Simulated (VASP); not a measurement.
Data:

```
CELL_PARAMETERS angstrom
      0.00000     2.90247     2.90247
      2.90247     0.00000     2.90247
      2.90247     2.90247     0.00000
ATOMIC_POSITIONS crystal
  Li 0.00000 0.00000 0.00000
  I  0.50000 0.50000 0.50000
```

All values below come from LDA (Ceperley-Alder, Perdew-Zunger), VASP's LDA PAW potentials (set 64) (plane waves; VASP). Settings: 650 eV cut-off, 7×7×7 Γ-centred mesh, Gaussian smearing of 0.050 eV, potentials Li_sv I.

### Question
Give the elastic stiffness tensor with the ions relaxed (GPa, in the frame of the cell).

### Answer

```tsv
	xx	yy	zz	yz	xz	xy
xx	49.6	14.3	14.3	0.0	0.0	0.0
yy	14.3	49.6	14.3	0.0	0.0	0.0
zz	14.3	14.3	49.6	0.0	0.0	0.0
yz	0.0	0.0	0.0	17.1	0.0	0.0
xz	0.0	0.0	0.0	0.0	17.1	0.0
xy	0.0	0.0	0.0	0.0	0.0	17.1
```

### Question
Predict the Hill bulk modulus, Hill shear modulus, Young's modulus, Poisson's ratio.

### Answer

Hill bulk modulus: 26.1 GPa
Hill shear modulus: 17.3 GPa
Young's modulus: 42.6 GPa
Poisson's ratio: 0.228

The compound is LiI in the rock salt structure. It was relaxed first, which changed the volume by -10 %.
